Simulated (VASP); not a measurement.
# Cu (Fm-3m) in VASP: notebook, part 2 of 2

VASP 6.6.1.

**3. Relaxation of the atoms, r2SCAN**

INCAR

```
PREC = Accurate
ENCUT = 600
EDIFF = 1E-7
ISMEAR = 1
SIGMA = 0.1
LREAL = False
LASPH = True
NELM = 80
ALGO = Normal
ISIF = 2
LWAVE = False
LCHARG = False
METAGGA = R2SCAN
LMIXTAU = True
IBRION = 2
NSW = 40
EDIFFG = -0.01
```

KPOINTS

```
regular mesh
0
Gamma
  18 18 18
```

POSCAR

```
Cu                                      
1.0
   -0.0000000000      1.7910253949      1.7910253949
    1.7910253949      0.0000000000      1.7910253949
    1.7910253949      1.7910253949     -0.0000000000
  Cu            
     1
Direct
     0.0000000000000000    0.0000000000000000    0.0000000000000000
```

Potentials or basis: VASP PAW PBE potentials, release 64 (Cu).

Launch:

```console
> cat potpaw_PBE.64/Cu/POTCAR > POTCAR
> mpirun -np 1 vasp_std > vasp.out
```

Wall time 84 s (1 thread of Intel Xeon Platinum 8259CL at 2.50GHz (Skylake/Cascade Lake), shared host); peak memory 0.15 GiB.

The run converged. Its results:

```yaml
Free_energy: -10.8270 eV
Pressure_after_relaxing: 0.0 GPa
Band_gap_on_the_k_mesh: none (metal or under the smearing width)
```

Final structure:
```
CELL_PARAMETERS angstrom
0.00000 1.79103 1.79103
1.79103 0.00000 1.79103
1.79103 1.79103 0.00000
ATOMIC_POSITIONS crystal
Cu 0.00000 0.00000 0.00000
```

Levels at points of the mesh, in eV from the Fermi level:
| k point | band 2 | band 3 | band 4 | band 5 | band 6 | band 7 | band 8 | band 9 |
| --- | --- | --- | --- | --- | --- | --- | --- | --- |
| (0.00, 0.00, 0.00) | -3.18 | -3.18 | -3.18 | -2.33 | -2.33 | 23.65 | 26.90 | 26.90 |
| (0.50, 0.00, 0.00) | -3.23 | -3.23 | -1.71 | -1.71 | -1.09 | 4.16 | 22.14 | 23.63 |
| (0.50, 0.50, 0.00) | -4.69 | -1.75 | -1.55 | -1.55 | 1.61 | 7.67 | 14.03 | 14.03 |

Caveat: the relaxation stopped at its first step, so nothing moved; the PAW data sets were made with another functional, which shifts forces and pressure a little.

**4. Relaxation of the atoms, r2SCAN (a relaxed cell with its volume scaled by 1.02)**

INCAR is that of step 3.

KPOINTS is that of step 3.

POSCAR

```
Cu                                      
1.0
   -0.0000000000      1.8028868359      1.8028868359
    1.8028868359      0.0000000000      1.8028868359
    1.8028868359      1.8028868359     -0.0000000000
  Cu            
     1
Direct
     0.0000000000000000    0.0000000000000000    0.0000000000000000
```

Launch:

```console
> cat potpaw_PBE.64/Cu/POTCAR > POTCAR
> mpirun -np 1 vasp_std > vasp.out
```

Run time: 87 s. Hardware: 1 thread of Intel Xeon Platinum 8259CL at 2.50GHz (Skylake/Cascade Lake), shared host; peak memory 0.15 GiB.

The run converged. Its results:

```
Free energy             : -10.8251 eV
Pressure after relaxing : -3.0 GPa
Band gap on the k mesh  : none (metal or under the smearing width)
```

Final structure:
```xyz
1
Lattice="0.0000 1.8029 1.8029 1.8029 0.0000 1.8029 1.8029 1.8029 0.0000" Properties=species:S:1:pos:R:3 pbc="T T T"
Cu    0.0000    0.0000    0.0000
```

Levels at points of the mesh, in eV from the Fermi level:
| k point | band 3 | band 4 | band 5 | band 6 | band 7 | band 8 | band 9 |
| --- | --- | --- | --- | --- | --- | --- | --- |
| (0.00, 0.00, 0.00) | -3.12 | -3.12 | -2.29 | -2.29 | 23.48 | 26.58 | 26.58 |
| (0.50, 0.00, 0.00) | -3.16 | -1.70 | -1.69 | -1.03 | 4.05 | 21.99 | 23.30 |
| (0.50, 0.50, 0.00) | -1.73 | -1.54 | -1.54 | 1.62 | 7.53 | 13.86 | 13.86 |

Caveat: the relaxation stopped at its first step, so nothing moved; the PAW data sets were made with another functional, which shifts forces and pressure a little.

**5. Relaxation of the atoms, r2SCAN (a relaxed cell with its volume scaled by 1.04)**

INCAR is that of step 4.

KPOINTS is that of step 4.

POSCAR

```
Cu                                      
1.0
   -0.0000000000      1.8145942213      1.8145942213
    1.8145942213      0.0000000000      1.8145942213
    1.8145942213      1.8145942213     -0.0000000000
  Cu            
     1
Direct
     0.0000000000000000    0.0000000000000000    0.0000000000000000
```

Potentials or basis: VASP PAW PBE potentials, release 64 (Cu).

Launch:

```console
> cat potpaw_PBE.64/Cu/POTCAR > POTCAR
> mpirun -np 1 vasp_std > vasp.out
```

OUTCAR:

```text
PREC = Accurate
   ENCUT = 600
   EDIFF = 1E-7
   ISMEAR = 1
   LREAL = False
   LASPH = True
   NELM = 80
   ISIF = 2
   METAGGA = R2SCAN
   IBRION = 2
   NSW = 40
   EDIFFG = -0.01

 ion  position               nearest neighbor table
   1  0.000  0.000  0.000-

  LATTYP: Found a face centered cubic cell.
 ALAT       =     3.6291884426

  Lattice vectors:

 A1 = (   0.0000000000,   1.8145942213,   1.8145942213)
 A2 = (   1.8145942213,   0.0000000000,   1.8145942213)
 A3 = (   1.8145942213,   1.8145942213,   0.0000000000)

Analysis of symmetry for initial positions (statically):
=====================================================================
 Subroutine PRICEL returns:
 Original cell was already a primitive cell.

 Routine SETGRP: Setting up the symmetry group for a
 face centered cubic supercell.

 Subroutine GETGRP returns: Found 48 space group operations
 (whereof 48 operations were pure point group operations)
 out of a pool of 48 trial point group operations.

The static configuration has the point symmetry O_h .

[... 158 lines left out ...]

  energy without entropy =      -10.81902807  energy(sigma->0) =      -10.81906150

 E-fermi :   7.2171     XC(G=0): -13.6627

 val. band max:        7.1667430120   @ k =   0.5000   0.3333   0.1667
 cond. band min:       7.2298522771   @ k =   0.5000   0.2778   0.1111
 fundamental gap:      0.0631092651
 Fermi energy:         7.2171182257

 k-point     1 :       0.0000    0.0000    0.0000
  band No.  band energies     occupation
      1      -2.3186      2.00000
      2       4.1630      2.00000
      3       4.1630      2.00000
      4       4.1630      2.00000
      5       4.9633      2.00000
      6       4.9633      2.00000
      7      30.5386      0.00000
      8      33.4765      0.00000
      9      33.4765      0.00000
[... 265 lines left out ...]
 k-point    24 :      -0.2222    0.0556    0.0000
  band No.  band energies     occupation
      1      -0.1807      2.00000
      2       3.8652      2.00000
      3       4.3133      2.00000
      4       4.3520      2.00000
      5       4.9219      2.00000
      6       5.1656      2.00000
      7      20.6855      0.00000
      8      27.9206      0.00000
      9      31.7348      0.00000

 [... further k-points ...]
[... 5 lines left out ...]
  --------------------------------------------------------------------------------------
  -------------------------------------------------------------------------------------
  Total       -0.4191803     -0.4191803     -0.4191803     -0.0000000      0.0000000     -0.0000000
  in kB      -56.2008481    -56.2008481    -56.2008481     -0.0000000      0.0000000     -0.0000000
  external PRESSURE =     -56.2008481 kB  Pullay stress =       0.0000000 kB

 VOLUME and BASIS-vectors are now :
 -----------------------------------------------------------------------------
  energy-cutoff  :      600.00
  volume of cell :       11.95
      direct lattice vectors                 reciprocal lattice vectors
     0.000000000  1.814594221  1.814594221    -0.275543697  0.275543697  0.275543697
     1.814594221  0.000000000  1.814594221     0.275543697 -0.275543697  0.275543697
     1.814594221  1.814594221  0.000000000     0.275543697  0.275543697 -0.275543697

 POSITION                                       TOTAL-FORCE (eV/Angst)
 -----------------------------------------------------------------------------------
      0.00000      0.00000      0.00000        -0.000000     -0.000000      0.000000
 -----------------------------------------------------------------------------------
    total drift:                                0.000000      0.000000     -0.000000

  FREE ENERGIE OF THE ION-ELECTRON SYSTEM (eV)
  ---------------------------------------------------
  free  energy   TOTEN  =       -10.8190782086 eV

  energy  without entropy=      -10.8190280714  energy(sigma->0) =      -10.81906150

 reached required accuracy - stopping structural energy minimisation
```

Wall time 95 s (1 thread of Intel Xeon Platinum 8259CL at 2.50GHz (Skylake/Cascade Lake), shared host); peak memory 0.16 GiB.

Results:

| Item | Value |
| --- | --- |
| Free energy | -10.8191 eV |
| Pressure after relaxing | -5.6 GPa |
| Band gap on the k mesh | none (metal or under the smearing width) |

Final structure:
```yaml
crystal:
  lattice:
    - [0.00000, 1.81459, 1.81459]
    - [1.81459, 0.00000, 1.81459]
    - [1.81459, 1.81459, 0.00000]
  atoms:
    - { symbol: Cu, position: [0.00000, 0.00000, 0.00000] }
```

Levels at points of the mesh, in eV from the Fermi level:
| k point | band 4 | band 5 | band 6 | band 7 | band 8 | band 9 |
| --- | --- | --- | --- | --- | --- | --- |
| (0.00, 0.00, 0.00) | -3.05 | -2.25 | -2.25 | 23.32 | 26.26 | 26.26 |
| (0.50, 0.00, 0.00) | -1.68 | -1.68 | -0.97 | 3.95 | 21.84 | 22.99 |
| (0.50, 0.50, 0.00) | -1.53 | -1.53 | 1.63 | 7.39 | 13.71 | 13.71 |

Caveat: the relaxation stopped at its first step, so nothing moved; the PAW data sets were made with another functional, which shifts forces and pressure a little.

**6. Overview**

```csv
cell,gap on the mesh (eV),pressure (GPa)
atoms relaxed from: a relaxed cell with its volume scaled by 0.98,none,3.4
atoms relaxed,none,0.0
atoms relaxed from: a relaxed cell with its volume scaled by 1.02,none,-3.0
atoms relaxed from: a relaxed cell with its volume scaled by 1.04,none,-5.6
```

Alike in all rows: task relaxation of the atoms; level r2SCAN; potentials or basis VASP PAW PBE potentials, release 64 (Cu); no spin polarisation; k mesh 18 × 18 × 18; cutoff (eV) 600; smearing methfessel-paxton 0.1 eV.

Caveats: the relaxation stopped at its first step, so nothing moved; the PAW data sets were made with another functional, which shifts forces and pressure a little.

Absolute energies hang on the potentials; compare differences alone.
